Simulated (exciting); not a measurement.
# HgTe (I-4m2) in exciting: reference runs

Reference runs on HgTe: the cell as given.

Everything below comes from runs of exciting (release sodium). Logs are shortened: lines on timing, memory, paths and dates and some standing lists are left out, and cuts for length are marked.

### Step 1. Starting point

Symmetry: I-4m2, No. 119, tetragonal system. The conventional cell has a = 6.091 Å, b = 6.091 Å, c = 3.119 Å, α = 90.00°, β = 90.00°, γ = 90.00°. Hg (site symmetry -4m2) has 2 Hg at 3.12 Å and 4 Te at 3.14 Å as nearest neighbours. Te (site symmetry -4m2) is surrounded by 2 Te at 3.12 Å and 4 Hg at 3.14 Å.

Measurements of this composition are mostly on another form, of space group No. 216.

### Step 2. Single point, PBEsol

Contents of input.xml:

```xml
<input>
  <title>HgTe</title>
  <structure speciespath="./" tshift="false">
    <crystal scale="1">
      <basevect>-5.755355554339 5.755355554339 2.946857816003</basevect>
      <basevect>5.755355554339 -5.755355554339 2.946857816003</basevect>
      <basevect>5.755355554339 5.755355554339 -2.946857816003</basevect>
    </crystal>
    <species speciesfile="Hg.xml" rmt="2.3">
      <atom coord="0.750000000000 0.250000000000 0.500000000000"/>
    </species>
    <species speciesfile="Te.xml" rmt="2.3">
      <atom coord="0.000000000000 0.000000000000 0.000000000000"/>
    </species>
  </structure>
  <groundstate do="fromscratch" ngridk="10 10 10" rgkmax="9" gmaxvr="14" lmaxapw="10" lmaxmat="10" lmaxvr="8" xctype="GGA_PBE_SOL" stype="Fermi Dirac" swidth="0.00183747" nempty="10" ValenceRelativity="iora*" epsengy="1e-05" epspot="1e-05" maxscl="60" tforce="true" outputlevel="normal"/>
  <properties>
    <chargedensityplot>
      <plot3d>
        <box grid="23 23 23">
          <origin coord="0 0 0"/>
          <point coord="1 0 0"/>
          <point coord="0 1 0"/>
          <point coord="0 0 1"/>
        </box>
      </plot3d>
    </chargedensityplot>
    <elfplot>
      <plot3d>
        <box grid="23 23 23">
          <origin coord="0 0 0"/>
          <point coord="1 0 0"/>
          <point coord="0 1 0"/>
          <point coord="0 0 1"/>
        </box>
      </plot3d>
    </elfplot>
    <exccplot>
      <plot3d>
        <box grid="23 23 23">
          <origin coord="0 0 0"/>
          <point coord="1 0 0"/>
          <point coord="0 1 0"/>
          <point coord="0 0 1"/>
        </box>
      </plot3d>
    </exccplot>
  </properties>
</input>
```

Potentials or basis: all-electron LAPW+lo, shipped species files, valence relativity iora*.

Launch:

```console
OMP_NUM_THREADS=1 exciting_smp
```

INFO.OUT:

```text
================================================================================
EXCITING SODIUM started
[... 10 lines left out ...]

 Lattice vectors (cartesian) :
     -5.7553555543      5.7553555543      2.9468578160
      5.7553555543     -5.7553555543      2.9468578160
      5.7553555543      5.7553555543     -2.9468578160

 Reciprocal lattice vectors (cartesian) :
      0.0000000000      0.5458555295      1.0660821966
      0.5458555295      0.0000000000      1.0660821966
      0.5458555295      0.5458555295     -0.0000000000

 Unit cell volume                           :     390.4482588825
 Brillouin zone volume                      :       0.6352959907

 Species :    1 (Hg)
     parameters loaded from                 :    Hg.xml
     name                                   :    mercury
     nuclear charge                         :     -80.00000000
     electronic charge                      :      80.00000000
     atomic mass                            :  365653.20120000
     muffin-tin radius                      :       2.30000000
     # of radial points in muffin-tin       :     450

     atomic positions (lattice) :
       1 :   0.75000000  0.25000000  0.50000000

 Species :    2 (Te)
     parameters loaded from                 :    Te.xml
     name                                   :    tellurium
     nuclear charge                         :     -52.00000000
     electronic charge                      :      52.00000000
     atomic mass                            :  232600.57070000
     muffin-tin radius                      :       2.30000000
     # of radial points in muffin-tin       :     400

     atomic positions (lattice) :
       1 :   0.00000000  0.00000000  0.00000000

 Total number of atoms per unit cell        :       2

 Spin treatment                             :    spin-unpolarised

 Number of Bravais lattice symmetries       :      16
 Number of crystal symmetries               :       8

 k-point grid                               :      10   10   10
 Total number of k-points                   :     158
 k-point set is reduced with crystal symmetries

 R^MT_min * |G+k|_max (rgkmax)              :       9.00000000
 Species with R^MT_min                      :       1 (Hg)
 Maximum |G+k| for APW functions            :       3.91304348
 Maximum |G| for potential and density      :      14.00000000

 G-vector grid sizes                        :      40    40    40
 Total number of G-vectors                  :   18093

 Maximum angular momentum used for
     APW functions                          :      10
     computing H and O matrix elements      :      10
     potential and density                  :       8
     inner part of muffin-tin               :       2

 Total nuclear charge                       :    -132.00000000
 Total electronic charge                    :     132.00000000
 Total core charge                          :      98.00000000
 Total valence charge                       :      34.00000000

 Number of empty states                     :      10
 Total number of valence states             :      28

 Maximum Hamiltonian size                   :     445
 Maximum number of plane-waves              :     419
 Total number of local-orbitals             :      26

 Exchange-correlation type                  :      22
     PBEsol, Phys. Rev. Lett. 100, 136406 (2008)
     Generalised gradient approximation (GGA)

[... 20 lines left out ...]
+ SCF iteration number :    1                                                  +
++++++++++++++++++++++++++++++++++++++++++++++++++++++++++++++++++++++++++++++++
 Total energy                               :    -26436.46190089
 _______________________________________________________________
 Fermi energy                               :         0.23272122
 Kinetic energy                             :     29875.07051913
 Coulomb energy                             :    -55770.20758990
 Exchange energy                            :      -532.64128131
 Correlation energy                         :        -8.68354882

 DOS at Fermi energy (states/Ha/cell)       :        26.83904303

 Electron charges :
     core                                   :        98.00000000
     core leakage                           :         0.00336244
     valence                                :        34.00000000
     interstitial                           :         5.56149570
     charge in muffin-tin spheres :
                  atom     1    Hg          :        77.43393583
                  atom     2    Te          :        49.00456847
     total charge in muffin-tins            :       126.43850430
     total charge                           :       132.00000000

++++++++++++++++++++++++++++++++++++++++++++++++++++++++++++++++++++++++++++++++
+ SCF iteration number :    2                                                  +
++++++++++++++++++++++++++++++++++++++++++++++++++++++++++++++++++++++++++++++++
 Total energy                               :    -26446.07952775
 _______________________________________________________________
 Fermi energy                               :         0.23010338
 Kinetic energy                             :     29868.60594684
 Coulomb energy                             :    -55773.21921464
 Exchange energy                            :      -532.78052597
 Correlation energy                         :        -8.68573397

 DOS at Fermi energy (states/Ha/cell)       :        31.90669532

 Electron charges :
     core                                   :        98.00000000
     core leakage                           :         0.00333092
     valence                                :        34.00000000
     interstitial                           :         5.51185935
     charge in muffin-tin spheres :
                  atom     1    Hg          :        77.55139910
                  atom     2    Te          :        48.93674156
     total charge in muffin-tins            :       126.48814065
     total charge                           :       132.00000000
[... 383 lines left out ...]
++++++++++++++++++++++++++++++++++++++++++++++++++++++++++++++++++++++++++++++++
+ SCF iteration number :   16                                                  +
++++++++++++++++++++++++++++++++++++++++++++++++++++++++++++++++++++++++++++++++
 Total energy                               :    -26450.47870750
 _______________________________________________________________
 Fermi energy                               :         0.22087344
 Kinetic energy                             :     29864.90942674
 Coulomb energy                             :    -55773.87167639
 Exchange energy                            :      -532.82999809
 Correlation energy                         :        -8.68645976

 DOS at Fermi energy (states/Ha/cell)       :        34.02860926

 Electron charges :
     core                                   :        98.00000000
     core leakage                           :         0.00330054
     valence                                :        34.00000000
     interstitial                           :         5.47740187
     charge in muffin-tin spheres :
                  atom     1    Hg          :        77.58803509
                  atom     2    Te          :        48.93456305
     total charge in muffin-tins            :       126.52259813
     total charge                           :       132.00000000

 RMS change in effective potential (target) :  0.189042E-08  ( 0.100000E-04)
 Absolute change in total energy   (target) :  0.809996E-07  ( 0.100000E-04)
 Charge distance                   (target) :  0.297732E-09  ( 0.100000E-04)
 Abs. change in max-nonIBS-force   (target) :   0.00000      ( 0.500000E-04)

++++++++++++++++++++++++++++++++++++++++++++++++++++++++++++++++++++++++++++++++
| Convergency criteria checked for the last 2 iterations                       +
| Convergence targets achieved. Performing final SCF iteration                 +
++++++++++++++++++++++++++++++++++++++++++++++++++++++++++++++++++++++++++++++++
 Total energy                               :    -26450.47870786
 _______________________________________________________________
 Fermi energy                               :         0.22087344
 Kinetic energy                             :     29864.90942660
 Coulomb energy                             :    -55773.87167661
 Exchange energy                            :      -532.82999810
 Correlation energy                         :        -8.68645976

 DOS at Fermi energy (states/Ha/cell)       :        34.02860985

 Electron charges :
     core                                   :        98.00000000
     core leakage                           :         0.00330054
     valence                                :        34.00000000
     interstitial                           :         5.47740187
     charge in muffin-tin spheres :
                  atom     1    Hg          :        77.58803509
                  atom     2    Te          :        48.93456304
     total charge in muffin-tins            :       126.52259813
     total charge                           :       132.00000000

++++++++++++++++++++++++++++++++++++++++++++++++++++++++++++++++++++++++++++++++
+ Self-consistent loop stopped                                                 +
++++++++++++++++++++++++++++++++++++++++++++++++++++++++++++++++++++++++++++++++
 STATE.OUT is written

--------------------------------------------------------------------------------
- Writing atomic positions and forces                                          -
--------------------------------------------------------------------------------

 Atomic positions (lattice) :
 atom     1  Hg  :     0.75000000    0.25000000    0.50000000
 atom     2  Te  :     0.00000000    0.00000000    0.00000000

 Total atomic forces including IBS (cartesian) :
 atom     1  Hg  :     0.00000000    0.00000000    0.00000000
 atom     2  Te  :     0.00000000   -0.00000000    0.00000000

 Atomic force components including IBS (cartesian) :
 atom     1  Hg  :    -0.00000000    0.00000000    0.00000000   HF force
                 :    -0.00000000    0.00000000   -0.00000000   core correction
                 :    -0.00000000    0.00000000    0.00000000   IBS correction
 atom     2  Te  :     0.00000000    0.00000000   -0.00000000   HF force
                 :     0.00000000    0.00000000    0.00000000   core correction
                 :     0.00000000    0.00000000   -0.00000000   IBS correction

********************************************************************************
* Groundstate module stopped                                                   *
********************************************************************************

================================================================================
| EXCITING SODIUM stopped                                                      =
================================================================================
```

It took 12 min on 1 thread of Arm Neoverse V1, shared host; peak memory 0.16 GiB.

Results:

```yaml
Free_energy: -719754.2026 eV
Band_gap_on_the_k_mesh: none (metal or under the smearing width)
All_electrons_inside_the_program's_atomic_spheres: Hg 77.59; Te 48.93 (radii Hg 2.3, Te 2.3 bohr)
```

Levels at points of the mesh, in eV from the Fermi level:
```
           k point  band 13  band 14  band 15  band 16  band 17  band 18  band 19  band 20  band 21  band 22
(0.00, 0.00, 0.00)    -6.16    -6.16    -3.45    -2.39    -2.39     3.52     4.63     6.88     6.88     9.33
(0.50, 0.00, 0.00)    -6.39    -6.15    -4.48    -1.90    -1.04    -0.14     3.21     3.82     5.91     8.16
(0.50, 0.50, 0.00)    -6.14    -6.11    -6.05    -0.84     1.51     1.95     2.90     3.46     9.04    10.29
(0.50, 0.50, 0.50)    -6.13    -6.10    -4.38    -4.28    -4.28     3.19     7.41     8.00     8.00    12.23
```

Caveat: the log's total energy holds no entropy term; the free energy is that total less TS from the occupations.
